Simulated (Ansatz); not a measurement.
## Relaxing AgCl

Level of theory: Ansatz, DFT PBE, scalar-relativistic, plane waves, PAW. Cutoff 420 eV, Γ-centred k mesh, Gaussian smearing, no spin polarisation in the final step.

A relaxed cell is given with its space group left out.

```
CELL_PARAMETERS angstrom
3.43084 0.00000 0.00000
0.00000 3.43084 0.00000
0.00000 0.00000 3.43084
ATOMIC_POSITIONS crystal
Ag 0.00000 0.00000 0.00000
Cl 0.50000 0.50000 0.50000
```

The zero of energy is the elements' standard structures at the same level (Cl₂ as a molecule); no fitted shifts are applied.

Question: What space group does it have?

Answer: Pm-3m (No. 221). Conventional cell: a = 3.431 Å. Ag has 8 Cl at 2.97 Å and 6 Ag at 3.43 Å; around Cl lie 8 Ag at 2.97 Å and 6 Cl at 3.43 Å.

Question: How far does it lie from the elements in energy?

Answer: -0.312 eV/atom.

Question: Is it a metal?

Answer: No, the gap on the 10×10×10 mesh is 0.57 eV.

The final run used a 10×10×10 mesh on its 2-atom cell and 0.02 eV smearing. The cell came from a trial start, so AgCl may not exist in this structure.

Cost: 3 runs of about 0.1 core-minutes in all, on AMD EPYC 9R45 (Zen 5) (shared hosts).